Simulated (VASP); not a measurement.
# BN (Fmm2) in VASP: notebook

One crystal, BN, is run at these levels: PBE; tasks: single point.

All numbers are computed with VASP 6.6.1; they aren't measurements. Logs are shortened: lines on timing, memory, paths and dates and some standing lists are left out, and cuts for length are marked.

### 1 The structure

The structure is orthorhombic, space group Fmm2 (No. 42). Conventional cell: a = 2.503 Å, b = 6.991 Å, c = 4.332 Å, α = 90.00°, β = 90.00°, γ = 90.00°. N (site symmetry mm2) has 3 B at 1.44 Å as nearest neighbours. B (site symmetry mm2) is surrounded by 3 N at 1.44 Å.

Measurements of this composition are mostly on another form, of space group No. 194.

### 2 Single point, PBE

The input, INCAR:

```
PREC = Accurate
ENCUT = 650
EDIFF = 1E-7
ISMEAR = 0
SIGMA = 0.05
LREAL = False
LASPH = True
NELM = 100
ALGO = Normal
ISIF = 2
LWAVE = False
LCHARG = False
GGA = PE
ADDGRID = False
```

The input, KPOINTS:

```
regular mesh
0
Gamma
  6 6 6
```

The input, POSCAR:

```
BN
1.0
    0.0000000000      3.4953158300      2.1660912400
    1.2516321000      0.0000000000      2.1660912400
    1.2516321000      3.4953158300      0.0000000000
N B
1 1
Direct
    0.6666513400      0.6666513400      0.3333486600
    0.0000486500      0.0000486500      0.9999513500
```

Potentials or basis: VASP PAW PBE potentials, release 64 (N_s, B_s).

Started as:

```sh
cat potpaw_PBE.64/N_s/POTCAR potpaw_PBE.64/B_s/POTCAR > POTCAR
mpirun -np 1 vasp_std > vasp.out
```

OUTCAR:

```text
PREC = Accurate
   ENCUT = 650
   EDIFF = 1E-7
   ISMEAR = 0
   LREAL = False
   LASPH = True
   NELM = 100
   ISIF = 2
   GGA = PE

 Found     46 irreducible k-points:

 Following reciprocal coordinates:
            Coordinates               Weight
  0.000000  0.000000  0.000000      1.000000
  0.166667  0.000000 -0.000000      8.000000
  0.333333  0.000000  0.000000      8.000000
  0.500000  0.000000  0.000000      4.000000
  0.166667  0.166667  0.000000      2.000000
  0.333333  0.166667  0.000000      8.000000
   k-points           NKPTS =     46   k-points in BZ     NKDIM =     46   number of bands    NBANDS=      8
   number of dos      NEDOS =    301   number of ions     NIONS =      2
   total plane-waves  NPLWV =  27648
   dimension x,y,z NGX =    36 NGY =   24 NGZ =   32
   dimension x,y,z NGXF=    72 NGYF=   48 NGZF=   64
   ions per type =               1   1
   NGX,Y,Z   is equivalent  to a cutoff of  14.55, 15.95, 14.33 a.u.
   NGXF,Y,Z  is equivalent  to a cutoff of  29.11, 31.90, 28.66 a.u.
 SYSTEM =  unknown system
   PREC   = accura    normal or accurate (medium, high low for compatibility)
   ISTART =      0    job   : 0-new  1-cont  2-samecut
   ICHARG =      2    charge: 1-file 2-atom 10-const
   ISPIN  =      1    spin polarized calculation?
   LNONCOLLINEAR =      F non collinear calculations
   LSORBIT =      F    spin-orbit coupling
   LASPH  =      T    aspherical Exc in radial PAW
   ENCUT  =  650.0 eV  47.77 Ry    6.91 a.u.   8.55  5.20  7.72*2*pi/ulx,y,z
   NELM   =    100;   NELMIN=  2; NELMDL= -5     # of ELM steps
   EDIFF  = 0.1E-06   stopping-criterion for ELM
   LREAL  =      F    real-space projection
   EDIFFG = 0.1E-05   stopping-criterion for IOM
   NSW    =      0    number of steps for IOM
   IBRION =     -1    ionic relax: 0-MD 1-quasi-New 2-CG
   NFREE  =      0    steps in history (QN), initial steepest desc. (CG)
   ISIF   =      2    stress and relaxation
   ISYM   =      2    0-nonsym 1-usesym 2-fastsym
   POTIM  = 0.5000    time-step for ionic-motion
   TEBEG  =    0.0;   TEEND  =   0.0 temperature during run
   PSTRESS=    0.0 pullay stress
   NELECT =       8.0000    total number of electrons
   NUPDOWN=      -1.0000    fix difference up-down
   EMIN   =  10.00;   EMAX   =-10.00  energy-range for DOS
   EFERMI =   0.00;   METHOD = LEGACY
   ISMEAR =     0;   SIGMA  =   0.05  broadening in eV -4-tet -1-fermi 0-gaus
   EFERMI_NEDOS =   21; number of points for ismear=-14 and -15
   IALGO  =     38    algorithm
   IMIX   =      4    mixing-type and parameters
     AMIX     =   0.40;   BMIX     =  1.00
     AMIX_MAG =   1.60;   BMIX_MAG =  1.00
  volume/ion in A,a.u.               =       9.48        63.95
  Fermi-wavevector in a.u.,A,eV,Ry     =   1.228047  2.320672 20.518928  1.508099
  Thomas-Fermi vector in A             =   2.362987
   LORBIT       =      0    0 simple, 1 ext, 2 COOP (PROOUT), +10 PAW based schemes
   GGA     = PE    functional components
   LHFCALC =     F    Hartree Fock is set to
   AEXX    =    0.0000 exact exchange contribution
   IVDW    =     0    specifies the selected vdW correction
   LEPSILON=     F    determine dielectric tensor
   LRPA    =     F    only Hartree local field effects (RPA)
 non-spin polarized calculation
 Gauss-broadening in eV      SIGMA  =   0.05
  energy-cutoff  :      650.00
  volume of cell :       18.95
 maximum number of plane-waves:       722
 NGX is ok and might be reduce to    36
   NGX = 17   NGY = 11   NGZ = 15

 number of electron       8.0000000 magnetization

 Free energy of the ion-electron system (eV)
  ---------------------------------------------------
  ext. energy  EPLUGINS =         0.00000000
  ---------------------------------------------------
  free energy    TOTEN  =       -17.56240936 eV

  energy without entropy =      -17.56240936  energy(sigma->0) =      -17.56240936

 E-fermi :   3.3594     XC(G=0):  -9.6962

 val. band max:        3.1520032412   @ k =   0.5000  -0.3333   0.1667
 cond. band min:       7.0007372467   @ k =   0.0000   0.5000   0.5000
 fundamental gap:      3.8487340055
 Fermi energy:         3.3593806603

 k-point     1 :       0.0000    0.0000    0.0000
  band No.  band energies     occupation
      1     -14.7325      2.00000
      2      -1.3369      2.00000
      3       1.7151      2.00000
      4       1.7221      2.00000
      5       8.0105      0.00000
      6      14.6641      0.00000
      7      14.7236      0.00000
      8      16.1222      0.00000

 k-point     2 :       0.1667    0.0000   -0.0000
  band No.  band energies     occupation
      1     -14.1864      2.00000
      2      -0.8018      2.00000
      3      -0.2520      2.00000
      4       0.8240      2.00000
      5       9.1569      0.00000
      6      14.3199      0.00000
      7      14.5015      0.00000
      8      16.8839      0.00000

 k-point     3 :       0.3333    0.0000    0.0000
  band No.  band energies     occupation
      1     -12.7229      2.00000
      2      -3.8353      2.00000
      3      -0.5394      2.00000
      4       0.7592      2.00000
      5      10.0259      0.00000
      6      12.2230      0.00000
      7      14.5025      0.00000
      8      20.9528      0.00000

 k-point     4 :       0.5000    0.0000    0.0000
  band No.  band energies     occupation
      1     -11.5411      2.00000
      2      -5.8676      2.00000
      3      -1.0955      2.00000
      4       2.1377      2.00000
      5       7.7883      0.00000
      6      12.9834      0.00000
      7      16.4790      0.00000
      8      18.7653      0.00000

 k-point     5 :       0.1667    0.1667    0.0000
  band No.  band energies     occupation
      1     -14.1976      2.00000
      2      -0.6635      2.00000
      3      -0.2925      2.00000
      4       0.8297      2.00000
      5       8.9145      0.00000
      6      14.4718      0.00000
      7      14.5405      0.00000
      8      16.9323      0.00000

 k-point     6 :       0.3333    0.1667    0.0000
  band No.  band energies     occupation
      1     -13.1863      2.00000
      2      -2.4990      2.00000
      3      -0.8828      2.00000
      4       0.4782      2.00000
      5      10.6356      0.00000
      6      12.1001      0.00000
      7      15.5266      0.00000
      8      17.8562      0.00000

 [... further k-points ...]
[... 5 lines left out ...]
  --------------------------------------------------------------------------------------
  -------------------------------------------------------------------------------------
  Total        0.6673264      0.2049213      0.6726623      0.0000000      0.0000000      0.0000000
  in kB       56.4129818     17.3231886     56.8640492      0.0000000      0.0000000      0.0000000
  external PRESSURE =      43.5334065 kB  Pullay stress =       0.0000000 kB

 VOLUME and BASIS-vectors are now :
 -----------------------------------------------------------------------------
  energy-cutoff  :      650.00
  volume of cell :       18.95
      direct lattice vectors                 reciprocal lattice vectors
     0.000000000  3.495315830  2.166091240    -0.399478409  0.143048590  0.230830535
     1.251632100  0.000000000  2.166091240     0.399478409 -0.143048590  0.230830535
     1.251632100  3.495315830  0.000000000     0.399478409  0.143048590 -0.230830535

 POSITION                                       TOTAL-FORCE (eV/Angst)
 -----------------------------------------------------------------------------------
      1.25163      3.49532      2.88806         0.000000      0.000000     -0.009953
      1.25163      3.49532      0.00021         0.000000      0.000000      0.009953
 -----------------------------------------------------------------------------------
    total drift:                                0.000000      0.000002      0.000010

  FREE ENERGIE OF THE ION-ELECTRON SYSTEM (eV)
  ---------------------------------------------------
  free  energy   TOTEN  =       -17.5624093609 eV

  energy  without entropy=      -17.5624093609  energy(sigma->0) =      -17.56240936
```

Wall time 6.3 s (1 thread of Intel Xeon 6975P-C (Granite Rapids), shared host); peak memory 0.16 GiB.

The run converged, but some of its settings lie outside the range that counts as converged, so its numbers aren't taken as properties of the crystal.

Results:

| Property | Result |
| --- | --- |
| Free energy | -17.5624 eV |
| Pressure | 4.4 GPa |
| Largest force | 0.010 eV/Å |
| Band gap on the k mesh | 3.85 eV, indirect (least direct gap 4.56 eV) |

Caveat: the k mesh is coarse (spacing up to 0.51 Å⁻¹), so the values aren't converged.

### 3 Single point, PBE

INCAR is that of step 2.

KPOINTS is that of step 2.

The input, POSCAR:

```
BN
1.0
    0.0000000000      3.4953158300      2.1660912400
    1.2516321000      0.0000000000      2.1660912400
    1.2516321000      3.4953158300      0.0000000000
N B
1 1
Direct
    0.6643870000      0.6373240000      0.3259630000
   -0.0156690000     -0.0240960000      1.0349220000
```

Potentials or basis: VASP PAW PBE potentials, release 64 (N_s, B_s).

Started as:

```sh
cat potpaw_PBE.64/N_s/POTCAR potpaw_PBE.64/B_s/POTCAR > POTCAR
mpirun -np 1 vasp_std > vasp.out
```

OUTCAR:

```text
PREC = Accurate
   ENCUT = 650
   EDIFF = 1E-7
   ISMEAR = 0
   LREAL = False
   LASPH = True
   NELM = 100
   ISIF = 2
   GGA = PE

 Found    112 irreducible k-points:

 Following reciprocal coordinates:
            Coordinates               Weight
  0.000000  0.000000  0.000000      1.000000
  0.166667  0.000000 -0.000000      2.000000
 -0.166667 -0.166667 -0.166667      2.000000
  0.000000  0.166667  0.000000      2.000000
 -0.000000  0.000000  0.166667      2.000000
  0.333333  0.000000  0.000000      2.000000
   k-points           NKPTS =    112   k-points in BZ     NKDIM =    112   number of bands    NBANDS=      8
   number of dos      NEDOS =    301   number of ions     NIONS =      2
   total plane-waves  NPLWV =  27648
   dimension x,y,z NGX =    36 NGY =   24 NGZ =   32
   dimension x,y,z NGXF=    72 NGYF=   48 NGZF=   64
   ions per type =               1   1
   NGX,Y,Z   is equivalent  to a cutoff of  14.55, 15.95, 14.33 a.u.
   NGXF,Y,Z  is equivalent  to a cutoff of  29.11, 31.90, 28.66 a.u.
 SYSTEM =  unknown system
   PREC   = accura    normal or accurate (medium, high low for compatibility)
   ISTART =      0    job   : 0-new  1-cont  2-samecut
   ICHARG =      2    charge: 1-file 2-atom 10-const
   ISPIN  =      1    spin polarized calculation?
   LNONCOLLINEAR =      F non collinear calculations
   LSORBIT =      F    spin-orbit coupling
   LASPH  =      T    aspherical Exc in radial PAW
   ENCUT  =  650.0 eV  47.77 Ry    6.91 a.u.   8.55  5.20  7.72*2*pi/ulx,y,z
   NELM   =    100;   NELMIN=  2; NELMDL= -5     # of ELM steps
   EDIFF  = 0.1E-06   stopping-criterion for ELM
   LREAL  =      F    real-space projection
   EDIFFG = 0.1E-05   stopping-criterion for IOM
   NSW    =      0    number of steps for IOM
   IBRION =     -1    ionic relax: 0-MD 1-quasi-New 2-CG
   NFREE  =      0    steps in history (QN), initial steepest desc. (CG)
   ISIF   =      2    stress and relaxation
   ISYM   =      2    0-nonsym 1-usesym 2-fastsym
   POTIM  = 0.5000    time-step for ionic-motion
   TEBEG  =    0.0;   TEEND  =   0.0 temperature during run
   PSTRESS=    0.0 pullay stress
   NELECT =       8.0000    total number of electrons
   NUPDOWN=      -1.0000    fix difference up-down
   EMIN   =  10.00;   EMAX   =-10.00  energy-range for DOS
   EFERMI =   0.00;   METHOD = LEGACY
   ISMEAR =     0;   SIGMA  =   0.05  broadening in eV -4-tet -1-fermi 0-gaus
   EFERMI_NEDOS =   21; number of points for ismear=-14 and -15
   IALGO  =     38    algorithm
   IMIX   =      4    mixing-type and parameters
     AMIX     =   0.40;   BMIX     =  1.00
     AMIX_MAG =   1.60;   BMIX_MAG =  1.00
  volume/ion in A,a.u.               =       9.48        63.95
  Fermi-wavevector in a.u.,A,eV,Ry     =   1.228047  2.320672 20.518928  1.508099
  Thomas-Fermi vector in A             =   2.362987
   LORBIT       =      0    0 simple, 1 ext, 2 COOP (PROOUT), +10 PAW based schemes
   GGA     = PE    functional components
   LHFCALC =     F    Hartree Fock is set to
   AEXX    =    0.0000 exact exchange contribution
   IVDW    =     0    specifies the selected vdW correction
   LEPSILON=     F    determine dielectric tensor
   LRPA    =     F    only Hartree local field effects (RPA)
 non-spin polarized calculation
 Gauss-broadening in eV      SIGMA  =   0.05
  energy-cutoff  :      650.00
  volume of cell :       18.95
 maximum number of plane-waves:       722
 NGX is ok and might be reduce to    36
   NGX = 17   NGY = 11   NGZ = 15

 number of electron       8.0000000 magnetization

 Free energy of the ion-electron system (eV)
  ---------------------------------------------------
  ext. energy  EPLUGINS =         0.00000000
  ---------------------------------------------------
  free energy    TOTEN  =       -17.41847661 eV

  energy without entropy =      -17.41847661  energy(sigma->0) =      -17.41847661

 E-fermi :   3.3350     XC(G=0):  -9.7082

 val. band max:        3.1040617503   @ k =   0.5000  -0.3333   0.1667
 cond. band min:       6.8180711454   @ k =   0.0000   0.5000   0.5000
 fundamental gap:      3.7140093951
 Fermi energy:         3.3349658810

 k-point     1 :       0.0000    0.0000    0.0000
  band No.  band energies     occupation
      1     -14.7145      2.00000
      2      -1.3139      2.00000
      3       1.0772      2.00000
      4       2.5144      2.00000
      5       7.8414      0.00000
      6      13.7539      0.00000
      7      15.6486      0.00000
      8      16.2079      0.00000
[... 45 lines left out ...]
 k-point     6 :       0.3333    0.0000    0.0000
  band No.  band energies     occupation
      1     -12.6603      2.00000
      2      -3.5616      2.00000
      3      -0.8867      2.00000
      4       0.6527      2.00000
      5      10.2912      0.00000
      6      12.0910      0.00000
      7      14.4794      0.00000
      8      20.6671      0.00000

 [... further k-points ...]
[... 5 lines left out ...]
  --------------------------------------------------------------------------------------
  -------------------------------------------------------------------------------------
  Total        0.6901235      0.0545639      1.0581324     -0.2391352      0.0398344      0.7754002
  in kB       58.3401461      4.6126025     89.4500813    -20.2154904      3.3674348     65.5490889
  external PRESSURE =      50.8009433 kB  Pullay stress =       0.0000000 kB

 VOLUME and BASIS-vectors are now :
 -----------------------------------------------------------------------------
  energy-cutoff  :      650.00
  volume of cell :       18.95
      direct lattice vectors                 reciprocal lattice vectors
     0.000000000  3.495315830  2.166091240    -0.399478409  0.143048590  0.230830535
     1.251632100  0.000000000  2.166091240     0.399478409 -0.143048590  0.230830535
     1.251632100  3.495315830  0.000000000     0.399478409  0.143048590 -0.230830535

 POSITION                                       TOTAL-FORCE (eV/Angst)
 -----------------------------------------------------------------------------------
      1.20568      3.46159      2.81962         2.368026      1.284077     -0.544714
      1.26518      3.56261      4.24605        -2.368026     -1.284077      0.544714
 -----------------------------------------------------------------------------------
    total drift:                                0.000028      0.000004      0.000020

  FREE ENERGIE OF THE ION-ELECTRON SYSTEM (eV)
  ---------------------------------------------------
  free  energy   TOTEN  =       -17.4184766105 eV

  energy  without entropy=      -17.4184766105  energy(sigma->0) =      -17.41847661
```

stdout:

```text
POSCAR found type information on POSCAR N B
 POSCAR found :  2 types and       2 ions
 scaLAPACK will be used
 LDA part: xc-table for (Slater+PW92), standard interpolation
 POSCAR, INCAR and KPOINTS ok, starting setup
 FFT: planning ... GRIDC
 FFT: planning ... GRID_SOFT
 FFT: planning ... GRID
 WAVECAR not read
 entering main loop
```

Run time: 14 s. Hardware: 1 thread of Intel Xeon 6975P-C (Granite Rapids), shared host; peak memory 0.17 GiB.

The run converged, but some of its settings lie outside the range that counts as converged, so its numbers aren't taken as properties of the crystal.

Results:

```yaml
Free_energy: -17.4185 eV
Pressure: 5.1 GPa
Largest_force: 2.748 eV/Å
Band_gap_on_the_k_mesh: 3.71 eV, indirect (least direct gap 4.54 eV)
```

Caveat: the k mesh is coarse (spacing up to 0.51 Å⁻¹), so the values aren't converged.

### 4 Single point, PBE

Edit INCAR of step 3 so:

```diff
@@ -1,3 +1,3 @@
 PREC = Accurate
-ENCUT = 650
+ENCUT = 340
 EDIFF = 1E-7
```

The input, KPOINTS:

```
regular mesh
0
Gamma
  9 9 9
```

The input, POSCAR:

```
BN
1.0
    0.0000000000      3.4953158300      2.1660912400
    1.2516321000      0.0000000000      2.1660912400
    1.2516321000      3.4953158300      0.0000000000
N B
1 1
Direct
    0.6666513400      0.6666513400      0.3333486600
    0.0000486500      0.0000486500      0.9999513500
```

Started as:

```sh
cat potpaw_PBE.64/N_s/POTCAR potpaw_PBE.64/B_s/POTCAR > POTCAR
mpirun -np 1 vasp_std > vasp.out
```

Wall time 6.1 s (1 thread of Intel Xeon 6975P-C (Granite Rapids), shared host); peak memory 0.12 GiB.

The run converged, but some of its settings lie outside the range that counts as converged, so its numbers aren't taken as properties of the crystal.

What came out:

| Quantity | Value |
| --- | --- |
| Free energy | -17.5400 eV |
| Pressure | 4.5 GPa |
| Largest force | 0.011 eV/Å |
| Band gap on the k mesh | 3.95 eV, indirect (least direct gap 4.55 eV) |

Caveat: the cutoff is under 1.25 times the usual one of these potentials, so pressure, stress and relaxed cells hold a basis-set (Pulay) error; an odd mesh through Γ misses points on the zone boundary, where band edges often lie.

### 5 For comparison

An earlier run on the cell as given: functional PBE; potentials or basis VASP PAW PBE potentials, release 64 (N, B); cutoff 520 eV; k mesh 13 × 13 × 13; occupations fermi-dirac, width 0.05 eV; no spin polarisation.

- Pressure: 3.3 GPa
- Largest force: 0.010 eV/Å
- Band gap on the k mesh: 3.90 eV, indirect (least direct gap 4.65 eV)
